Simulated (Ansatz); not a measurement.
# Tc: the cost of one run

All numbers are computed with Ansatz 0.2.0 through its Python package. The levels of theory stand in the script.

### 1 Starting point

Symmetry: Fm-3m, No. 225, cubic system. The conventional cell has a = 3.900 Å, b = 3.900 Å, c = 3.900 Å, α = 90.00°, β = 90.00°, γ = 90.00°. Tc (site symmetry m-3m) has 12 Tc at 2.76 Å as nearest neighbours.

The script holds or builds the structure itself.

### 2 The code

The input, lattice_tc.py:

```python
"""Relaxed cell of Tc under several functionals."""

import warnings

import ansatz as az
import numpy as np

def edges_and_angles(cell):
    cell = np.asarray(cell)
    a, b, c = np.linalg.norm(cell, axis=1)
    cosines = cell[1] @ cell[2] / (b * c), cell[0] @ cell[2] / (a * c), cell[0] @ cell[1] / (a * b)
    return (a, b, c, *np.degrees(np.arccos(cosines)))


def main() -> None:
    warnings.simplefilter("ignore", az.DeckWarning)

    xtal = (
        az.Lattice.of([0.0, 1.95, 1.95], [1.95, 0.0, 1.95], [1.95, 1.95, 0.0])
        .atom("Tc", [0.0, 0.0, 0.0])
    )

    setup = xtal.calculation()
    setup = setup.kpoints(13, 13, 13, center="monkhorst-pack").occupations("cold", width=0.2)
    setup = setup.scf(tolerance=1e-05, lower_state_search="off").relax(cell=True, max_steps=40)

    levels = [("revpbe", "d3bj"), ("pbe", "d4"), ("rpbe", "none"), ("pbe", "d3bj")]
    print("level            a       b       c    alpha   beta  gamma  V/atom  steps")
    for name, dispersion in levels:
        seen = []
        run = setup.functional(name, dispersion=dispersion).session().plan()
        outcome = run.execute(on_event=lambda e: seen.append(e) if e["event"] == "relax_step" else None)
        cell = outcome.lattice.cell_ang
        label = name if dispersion == "none" else f"{name}+{dispersion}"
        print("{:13s} {:7.4f} {:7.4f} {:7.4f} {:6.2f} {:6.2f} {:6.2f}".format(label, *edges_and_angles(cell)), f"{abs(np.linalg.det(cell)) / len(outcome.lattice.sites):7.3f} {len(seen):5d}")


if __name__ == "__main__":
    main()
```

### 3 The input behind the calls

The engine receives this input (first run):

```yaml
crystal:
  lattice:
    - [0.0, 1.95, 1.95]
    - [1.95, 0.0, 1.95]
    - [1.95, 1.95, 0.0]
  atoms:
    - { symbol: Tc, position: [0.0, 0.0, 0.0] }
kpoints:
  mp_grid:
    grid: [13, 13, 13]
    shift: [0.0, 0.0, 0.0]
hamiltonian:
  xc: revpbe
  dispersion: d3bj
scf:
  convergence:
    dr2_threshold: 1.0e-05
  lower_state_search: "off"
  occupations:
    method: cold
    width: 0.2
relax:
  max_steps: 40
  cell: {}
```

### 4 Launch

Launch:

```
python lattice_tc.py
```

What time and memory should one allow on 1 thread of Intel Xeon 6975P-C (Granite Rapids), shared host?

About 12 s, with a peak of 0.4 GiB.
